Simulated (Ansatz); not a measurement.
# ZrS$_{2}$: phonons across the zone

All numbers below come from DFT PBE, scalar-relativistic, plane waves, PAW in Ansatz. Plane waves to 420 eV; Γ-centred k mesh 12×12×4; fixed occupations. No spin polarisation. Phonons by linear response, acoustic sum rule imposed.

The cell, relaxed at this level:
```
Zr S
1.0
     3.68522    0.00000    0.00000
    -1.84261    3.19149    0.00000
     0.00000    0.00000    6.75732
Zr S
1 2
Direct
  0.00000 0.00000 0.00000
  0.33333 0.66667 0.21434
  0.66667 0.33333 0.78566
```

It was relaxed at this level from a cell as deposited in COD. The q mesh is coarse, so values between its points are rough. No dispersion correction is applied, so modes and constants that involve weak contacts between layers, chains or molecules come out too soft.

Force constants from linear response on a 2×2×1 q mesh.

Path: Γ–M–K–Γ–A–L–H–A | L–M | H–K. Only the points of the 2×2×1 mesh were computed; the rest is interpolation, which is rough on so few points. On the mesh no mode is imaginary. Distance along the path (Å⁻¹), then the branches (cm⁻¹, negative for imaginary; the LO field is included):
```
0.000  0 0 0 146 243 243 304 319 323
0.246  39 57 95 153 236 255 298 310 327
0.492  65 86 157 180 220 263 287 290 330
0.738  67 95 176 194 219 254 268 296 325
0.984  58 97 174 187 229 249 260 311 313
1.126  56 104 172 193 231 248 262 308 309
1.268  53 118 166 207 233 247 265 298 301
1.411  49 134 158 224 236 243 266 287 294
1.553  48 147 147 238 238 239 260 288 288
1.837  53 123 166 218 222 249 283 286 296
2.121  60 101 164 190 216 263 289 290 318
2.405  43 65 107 156 233 258 297 309 326
2.689  0 0 0 146 243 243 304 319 323
2.747  0 0 0 146 146 243 243 304 333
2.864  0 0 0 146 146 243 243 304 333
2.980  0 1 1 146 146 243 243 304 333
3.096  0 1 1 146 146 243 243 304 333
3.277  20 31 49 147 200 241 252 303 329
3.523  54 76 128 165 229 269 292 294 316
3.769  69 92 170 193 214 264 274 291 325
4.016  61 97 174 189 227 251 262 303 319
4.210  58 99 173 188 230 249 260 310 312
4.352  55 110 169 199 232 248 263 304 305
4.494  52 126 162 215 235 246 266 292 298
4.636  49 141 153 232 237 241 262 286 291
4.849  50 134 158 229 231 243 270 285 293
5.133  59 112 170 208 213 259 286 289 304
5.417  57 86 140 171 224 271 292 304 306
5.702  23 36 56 148 211 241 254 302 328
5.844  58 97 174 187 230 250 260 311 313
5.960  58 97 174 187 230 249 260 311 313
6.076  58 97 174 187 230 249 260 311 313
6.192  58 97 174 187 230 249 260 311 313
6.309  58 97 174 187 229 249 260 311 313
6.367  48 147 147 237 237 240 259 288 288
6.483  48 147 147 237 237 239 259 288 288
6.599  48 147 147 237 237 239 259 288 288
6.715  48 147 147 237 237 239 260 288 288
```
